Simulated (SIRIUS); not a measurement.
# CoO in SIRIUS: the effect of Hubbard term

The system is CoO.

```
CELL_PARAMETERS angstrom
0.00000 2.13150 2.13150
2.13150 0.00000 2.13150
2.13150 2.13150 0.00000
ATOMIC_POSITIONS crystal
Co 0.00000 0.00000 0.00000
O 0.50000 0.50000 0.50000
```

Alike in all runs:

- Program: SIRIUS 7.12.0
- Task: single point
- Functional: PBE
- Potentials or basis: PseudoDojo 0.4.1 PBE standard (scalar relativistic)
- Cutoff: 1307 eV
- Density cutoff: 5227 eV
- k mesh: 8 × 8 × 8
- Occupations: fermi-dirac, width 0.05 eV
- Spin: collinear spin, ferromagnetic start
- Starting moments: [2.0, 0.0] μB
- Libxc names: ["XC_GGA_X_PBE", "XC_GGA_C_PBE"]
- Energy tol: 1e-08 Ha
- Density tol: 1e-06
- Mixer: anderson
- Mixing beta: 0.5
- Max scf: 100

```tsv
Hubbard term	pressure (GPa)	moment (μB)
none	-2.1	2.98
Co d U = 2 eV	?	?
Co d U = 4 eV	1.2	2.91
Co d U = 6 eV	2.9	2.61
```

Q: What does the run with Hubbard term Co d U = 2 eV give?

A: Pressure -0.5 GPa; moment 2.99 μB.

Worked out: A straight line through the other rows of the pressure, of slope 0.832 GPa per eV, gives -0.4 GPa, against the run's -0.5. The moment follows no smooth curve through the other rows.

Caveats: a cell with one magnetic atom can't hold antiferromagnetic order, which such compounds often take.
